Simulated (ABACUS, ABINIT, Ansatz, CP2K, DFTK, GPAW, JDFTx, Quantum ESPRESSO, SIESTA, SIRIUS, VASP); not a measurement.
## One calculation of Ru, 11 ways

```xyz
2
Lattice="2.7058 0.0000 0.0000 -1.3529 2.3433 0.0000 0.0000 0.0000 4.2819" Properties=species:S:1:pos:R:3 pbc="T T T"
Ru    1.3529    0.7811    3.2114
Ru    0.0000    1.5622    1.0705
```

Alike in all runs: task single point; functional PBEsol; k mesh 11 × 11 × 6; occupations fermi-dirac, width 0.05 eV; no spin polarisation; no spin-orbit coupling. Pressure is positive in compression and, in plane waves, holds the error of the finite cutoff.

| program and potentials | plane-wave cutoff (eV) | notes | pressure (GPa) |
| --- | --- | --- | --- |
| DFTK, PseudoDojo SR PBEsol 0.4.1 standard (PBEsol) | 1143 | 16 valence electrons an atom on average | -5.72 |
| JDFTx, PseudoDojo-SR-PBEsol-0.4.1-standard with smoothed tails | 1143 | 16 valence electrons an atom on average | -5.72 |
| ABACUS, PseudoDojo NC SR 0.4.1 PBEsol standard, plane waves | 1143 | 16 valence electrons an atom on average | -5.71 |
| VASP, PBE PAW files Ru_pv, 520 eV | 520 | potentials made for PBE; 14 valence electrons an atom on average | -6.31 |
| SIRIUS, PseudoDojo 0.4.1 PBEsol standard (scalar relativistic) | 1152 | 16 valence electrons an atom on average | -5.70 |
| Ansatz, all-electron LAPW, scalar-relativistic | - | - | -6.23 |
| Quantum ESPRESSO, GBRV 1.5 PBEsol | 612 | 16 valence electrons an atom on average | -6.72 |
| SIESTA, files PseudoDojo sr-pbesol-0.4.1-standard, DZP (energy shift 0.003 Ry; two zetas on semicore shells) | - | atomic basis; 16 valence electrons an atom on average | -2.54 |
| ABINIT, PseudoDojo NC SR PBEsol v0.4.1 standard | 1143 | 16 valence electrons an atom on average | -5.72 |
| GPAW, PAW data sets generated for this functional | 600 | 16 valence electrons an atom on average | -6.96 |
| CP2K, POTENTIAL_UZH Ru GTH-PBE-q16; TZVP-MOLOPT-PBE-GTH basis | - | atomic basis; potentials made for PBE; 16 valence electrons an atom on average | -2.80 |

The pressure spans -6.96 (GPAW, PAW data sets generated for this functional) to -2.54 GPa (SIESTA, files PseudoDojo sr-pbesol-0.4.1-standard, DZP (energy shift 0.003 Ry; two zetas on semicore shells)), with all-electron results at -6.23. The pressure on the cell as given of SIESTA, files PseudoDojo sr-pbesol-0.4.1-standard, DZP (energy shift 0.003 Ry; two zetas on semicore shells); CP2K, POTENTIAL_UZH Ru GTH-PBE-q16; TZVP-MOLOPT-PBE-GTH basis lies far from the others; the cause wasn't traced. Rows in atomic bases carry the error of their basis and grid, which can be large.

Differences between rows come from potentials, basis sets and numerical settings, since the functional is the same but for its coding. Runs on potential files found faulty are left out.
